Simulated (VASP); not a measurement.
# MoS2 in VASP: notebook

The runs below take MoS2 through single point, with optB86b-vdW, rev-vdW-DF2.

All numbers are computed with VASP 6.6.1; they aren't measurements. Logs are shortened: lines on timing, memory, paths and dates and some standing lists are left out, and cuts for length are marked.

**1. The structure**

The cell holds a sheet with vacuum, 3 atoms: a = 3.161 Å, b = 3.161 Å, c = 21.130 Å, α = 90.00°, β = 90.00°, γ = 120.00°.

The cell was built by a generator and needn't be a form met in nature.

**2. Single point, optB86b-vdW**

INCAR reads:

```
AGGAC    = 0.0          
ALGO     = Fast           # electronic algorithm
EDIFF    = 1E-6           # SCF threshold, eV
ENCUT    = 520            # plane-wave cutoff, eV
GGA      = MK             # functional
ISIF     = 2              # what is computed and relaxed
ISMEAR   = -1             # smearing method
LASPH    = T              # aspherical terms in the spheres
LCHARG   = F              # write CHGCAR
LREAL    = F              # projectors in reciprocal space
LUSE_VDW = T            
LWAVE    = F              # write WAVECAR
NBANDS   = 20             # bands
NELM     = 60             # most SCF steps
PARAM1   = 0.1234       
PARAM2   = 1.0          
PREC     = Accurate       # precision mode
SIGMA    = 0.05           # smearing width, eV
```

KPOINTS reads:

```
k-points
0
Gamma
  8 8 1
```

POSCAR reads:

```
MoS2
1.0
    3.1610000000      0.0000000000      0.0000000000
   -1.5805000000      2.7375063014      0.0000000000
    0.0000000000      0.0000000000     21.1300000000
S Mo
2 1
Direct
    0.6666666667      0.3333333333      0.4259346900
    0.6666666667      0.3333333333      0.5740653100
    0.3333333333      0.6666666667      0.5000000000
```

Potentials or basis: VASP PAW PBE potentials, release 64 (S, Mo_sv).

Run with:

```sh
cat potpaw_PBE.64/S/POTCAR potpaw_PBE.64/Mo_sv/POTCAR > POTCAR
mpirun -np 1 vasp_std > vasp.out
```

OUTCAR:

```text
EDIFF = 1E-6
   ENCUT = 520
   GGA = MK
   ISIF = 2
   ISMEAR = -1
   LASPH = T
   LREAL = F
   NELM = 60
   PREC = Accurate

 ion  position               nearest neighbor table
   1  0.667  0.333  0.426-   3 2.40   3 2.40   3 2.40
   2  0.667  0.333  0.574-   3 2.40   3 2.40   3 2.40
   3  0.333  0.667  0.500-   1 2.40   2 2.40   1 2.40   2 2.40   1 2.40   2 2.40

  LATTYP: Found a hexagonal cell.
 ALAT       =     3.1610000000
 C/A-ratio  =     6.6845934831

  Lattice vectors:

 A1 = (   3.1610000000,   0.0000000000,   0.0000000000)
 A2 = (  -1.5805000000,   2.7375063014,   0.0000000000)
 A3 = (   0.0000000000,   0.0000000000,  21.1300000000)

Analysis of symmetry for initial positions (statically):
=====================================================================
 Subroutine PRICEL returns:
 Original cell was already a primitive cell.

 Routine SETGRP: Setting up the symmetry group for a
 hexagonal supercell.

 Subroutine GETGRP returns: Found 12 space group operations
 (whereof 12 operations were pure point group operations)
 out of a pool of 24 trial point group operations.

The static configuration has the point symmetry D_3h.

Analysis of symmetry for dynamics (positions and initial velocities):
=====================================================================
 Subroutine PRICEL returns:
 Original cell was already a primitive cell.

 Routine SETGRP: Setting up the symmetry group for a
 hexagonal supercell.

 Subroutine GETGRP returns: Found 12 space group operations
 (whereof 12 operations were pure point group operations)
 out of a pool of 24 trial point group operations.

The dynamic configuration has the point symmetry D_3h.

 Subroutine INISYM returns: Found 12 space group operations
 (whereof 12 operations are pure point group operations),
 and found     1 'primitive' translations

----------------------------------------------------------------------------------------

                                     Primitive cell

  volume of cell :     182.8433

  direct lattice vectors                    reciprocal lattice vectors
     3.161000000  0.000000000  0.000000000     0.316355584  0.182647981  0.000000000
    -1.580500000  2.737506301  0.000000000     0.000000000  0.365295963  0.000000000
     0.000000000  0.000000000 21.130000000     0.000000000  0.000000000  0.047326077

  length of vectors
     3.161000000  3.161000000 21.130000000     0.365295963  0.365295963  0.047326077

  position of ions in fractional coordinates (direct lattice)
     0.666666667  0.333333333  0.425934690
     0.666666667  0.333333333  0.574065310
     0.333333333  0.666666667  0.500000000

  ion indices of the primitive-cell ions
   primitive index   ion index
                 1           1
                 2           2
                 3           3

----------------------------------------------------------------------------------------

 KPOINTS: k-points

Automatic generation of k-mesh.
 Grid dimensions read from file:
 generate k-points for:    8    8    1

 Generating k-lattice:

  Cartesian coordinates                     Fractional coordinates (reciprocal lattice)
     0.039544448  0.022830998  0.000000000     0.125000000 -0.000000000  0.000000000
     0.000000000  0.045661995  0.000000000     0.000000000  0.125000000  0.000000000
     0.000000000  0.000000000  0.047326077     0.000000000  0.000000000  1.000000000

  Length of vectors
     0.045661995  0.045661995  0.047326077

  Shift w.r.t. Gamma in fractional coordinates (k-lattice)
     0.000000000  0.000000000  0.000000000

 Subroutine IBZKPT returns following result:
 ===========================================

 Found     10 irreducible k-points:

 Following reciprocal coordinates:
            Coordinates               Weight
  0.000000  0.000000  0.000000      1.000000
  0.125000  0.000000  0.000000      6.000000
  0.250000  0.000000  0.000000      6.000000
  0.375000  0.000000  0.000000      6.000000
  0.500000  0.000000  0.000000      3.000000
  0.125000  0.125000  0.000000      6.000000
  0.250000  0.125000  0.000000     12.000000
  0.375000  0.125000  0.000000     12.000000
  0.250000  0.250000  0.000000      6.000000
  0.375000  0.250000  0.000000      6.000000
   k-points           NKPTS =     10   k-points in BZ     NKDIM =     10   number of bands    NBANDS=     20
   number of dos      NEDOS =    301   number of ions     NIONS =      3
   total plane-waves  NPLWV =  92160
   dimension x,y,z NGX =    24 NGY =   24 NGZ =  160
   dimension x,y,z NGXF=    48 NGYF=   48 NGZF=  320
   ions per type =               2   1
   NGX,Y,Z   is equivalent  to a cutoff of  12.62, 12.62, 12.59 a.u.
   NGXF,Y,Z  is equivalent  to a cutoff of  25.24, 25.24, 25.18 a.u.
 SYSTEM =  unknown system
   PREC   = accura    normal or accurate (medium, high low for compatibility)
   ISTART =      0    job   : 0-new  1-cont  2-samecut
   ICHARG =      2    charge: 1-file 2-atom 10-const
   ISPIN  =      1    spin polarized calculation?
   LNONCOLLINEAR =      F non collinear calculations
   LSORBIT =      F    spin-orbit coupling
   LASPH  =      T    aspherical Exc in radial PAW
   ENCUT  =  520.0 eV  38.22 Ry    6.18 a.u.   5.88  5.88 39.29*2*pi/ulx,y,z
   NELM   =     60;   NELMIN=  2; NELMDL= -5     # of ELM steps
   EDIFF  = 0.1E-05   stopping-criterion for ELM
   LREAL  =      F    real-space projection
   EDIFFG = 0.1E-04   stopping-criterion for IOM
   NSW    =      0    number of steps for IOM
   IBRION =     -1    ionic relax: 0-MD 1-quasi-New 2-CG
   NFREE  =      0    steps in history (QN), initial steepest desc. (CG)
   ISIF   =      2    stress and relaxation
   ISYM   =      2    0-nonsym 1-usesym 2-fastsym
   POTIM  = 0.5000    time-step for ionic-motion
   TEBEG  =    0.0;   TEEND  =   0.0 temperature during run
   PSTRESS=    0.0 pullay stress
   NELECT =      26.0000    total number of electrons
   NUPDOWN=      -1.0000    fix difference up-down
   EMIN   =  10.00;   EMAX   =-10.00  energy-range for DOS
   EFERMI =   0.00;   METHOD = LEGACY
   ISMEAR =    -1;   SIGMA  =   0.05  broadening in eV -4-tet -1-fermi 0-gaus
   EFERMI_NEDOS =   21; number of points for ismear=-14 and -15
   IALGO  =     68    algorithm
   IMIX   =      4    mixing-type and parameters
     AMIX     =   0.40;   BMIX     =  1.00
     AMIX_MAG =   1.60;   BMIX_MAG =  1.00
  volume/ion in A,a.u.               =      60.95       411.30
  Fermi-wavevector in a.u.,A,eV,Ry     =   0.854489  1.614749  9.934303  0.730151
  Thomas-Fermi vector in A             =   1.971093
   LORBIT       =      0    0 simple, 1 ext, 2 COOP (PROOUT), +10 PAW based schemes
   GGA     = MK    functional components
   LHFCALC =     F    Hartree Fock is set to
   AEXX    =    0.0000 exact exchange contribution
   IVDW_NL    =     1    kernel type
   BPARAM     = 6.3000
   IVDW    =     0    specifies the selected vdW correction
   LEPSILON=     F    determine dielectric tensor
   LRPA    =     F    only Hartree local field effects (RPA)
 non-spin polarized calculation
 RMM-DIIS sequential band-by-band and
  energy-cutoff  :      520.00
  volume of cell :      182.84
 maximum number of plane-waves:      4956
 NGX is ok and might be reduce to    24
   NGX = 11   NGY = 11   NGZ = 79

 number of electron      26.0000000 magnetization

 Free energy of the ion-electron system (eV)
  ---------------------------------------------------
  ext. energy  EPLUGINS =         0.00000000
  ---------------------------------------------------
  free energy    TOTEN  =       -16.04797793 eV

  energy without entropy =      -16.04797792  energy(sigma->0) =      -16.04797792

 E-fermi :  -1.4182     XC(G=0):  -4.0851

 val. band max:       -2.3893523442   @ k =   0.0000   0.0000   0.0000
 cond. band min:      -0.4000724092   @ k =   0.3750   0.2500   0.0000
 fundamental gap:      1.9892799350
 Fermi energy:        -1.4181511946

 k-point     1 :       0.0000    0.0000    0.0000
  band No.  band energies     occupation
      1     -63.1162      2.00000
      2     -37.2958      2.00000
      3     -37.0647      2.00000
      4     -37.0647      2.00000
      5     -16.4149      2.00000
      6     -15.1093      2.00000
[... 12 lines left out ...]
     19       2.7779      0.00000
     20       4.0139      0.00000

 k-point     2 :       0.1250    0.0000    0.0000
  band No.  band energies     occupation
      1     -63.1102      2.00000
      2     -37.2841      2.00000
      3     -37.1243      2.00000
      4     -37.0782      2.00000
      5     -16.1819      2.00000
      6     -15.0132      2.00000
[... 12 lines left out ...]
     19       3.0897      0.00000
     20       3.9929      0.00000

 k-point     3 :       0.2500    0.0000    0.0000
  band No.  band energies     occupation
      1     -63.0957      2.00000
      2     -37.2661      2.00000
      3     -37.2558      2.00000
      4     -37.1109      2.00000
      5     -15.5663      2.00000
      6     -14.7612      2.00000
[... 12 lines left out ...]
     19       3.9681      0.00000
     20       4.7898      0.00000

 k-point     4 :       0.3750    0.0000    0.0000
  band No.  band energies     occupation
      1     -63.0812      2.00000
      2     -37.4048      2.00000
      3     -37.2273      2.00000
      4     -37.1433      2.00000
      5     -14.8380      2.00000
      6     -14.4729      2.00000
[... 107 lines left out ...]
 k-point     9 :       0.2500    0.2500    0.0000
  band No.  band energies     occupation
      1     -63.0752      2.00000
      2     -37.3884      2.00000
      3     -37.2324      2.00000
      4     -37.2155      2.00000
      5     -14.5118      2.00000
      6     -14.3159      2.00000
[... 12 lines left out ...]
     19       5.9553      0.00000
     20       6.0333      0.00000

 k-point    10 :       0.3750    0.2500    0.0000
  band No.  band energies     occupation
      1     -63.0709      2.00000
      2     -37.3930      2.00000
      3     -37.2782      2.00000
      4     -37.2072      2.00000
      5     -14.2552      2.00000
      6     -14.2011      2.00000
[... 12 lines left out ...]
     19       5.9222      0.00000
     20       7.0125      0.00000

------------------------ aborting loop because EDIFF is reached ----------------------------------------

  FORCE on cell =-STRESS in cart. coord.  units (eV):
  Direction    XX          YY          ZZ          XY          YZ          ZX
  --------------------------------------------------------------------------------------
  -------------------------------------------------------------------------------------
  Total        0.1543658      0.1543658      0.2339100      0.0000000      0.0000000     -0.0000000
  in kB        1.3526407      1.3526407      2.0496523      0.0000000      0.0000000     -0.0000000
  external PRESSURE =       1.5849779 kB  Pullay stress =       0.0000000 kB

 VOLUME and BASIS-vectors are now :
 -----------------------------------------------------------------------------
  energy-cutoff  :      520.00
  volume of cell :      182.84
      direct lattice vectors                 reciprocal lattice vectors
     3.161000000  0.000000000  0.000000000     0.316355584  0.182647981  0.000000000
    -1.580500000  2.737506301  0.000000000     0.000000000  0.365295963  0.000000000
     0.000000000  0.000000000 21.130000000     0.000000000  0.000000000  0.047326077

 POSITION                                       TOTAL-FORCE (eV/Angst)
 -----------------------------------------------------------------------------------
      1.58050      0.91250      9.00000        -0.000000      0.000000     -0.084843
      1.58050      0.91250     12.13000        -0.000000      0.000000      0.084843
     -0.00000      1.82500     10.56500         0.000000     -0.000000      0.000000
 -----------------------------------------------------------------------------------
    total drift:                               -0.000000      0.000000     -0.000000

  FREE ENERGIE OF THE ION-ELECTRON SYSTEM (eV)
  ---------------------------------------------------
  free  energy   TOTEN  =       -16.0479779251 eV

  energy  without entropy=      -16.0479779243  energy(sigma->0) =      -16.04797792

Total vdW correction in eV:      3.6446534
```

It took 5 min on 1 thread of Intel Xeon Platinum 8488C (Sapphire Rapids), shared host; peak memory 0.73 GiB.

What came out:

```
Free energy            : -16.0480 eV
Largest force          : 0.085 eV/Å
Band gap on the k mesh : 1.99 eV, indirect (least direct gap 2.06 eV)
```

Forces in eV/Å, atoms in the order of the input:
```
S    0.000  0.000 -0.085
S    0.000  0.000  0.085
Mo   0.000  0.000  0.000
```

Caveat: the PAW data sets were made with another functional, which shifts forces and pressure a little.

(Part 1 of 2 ends here.)
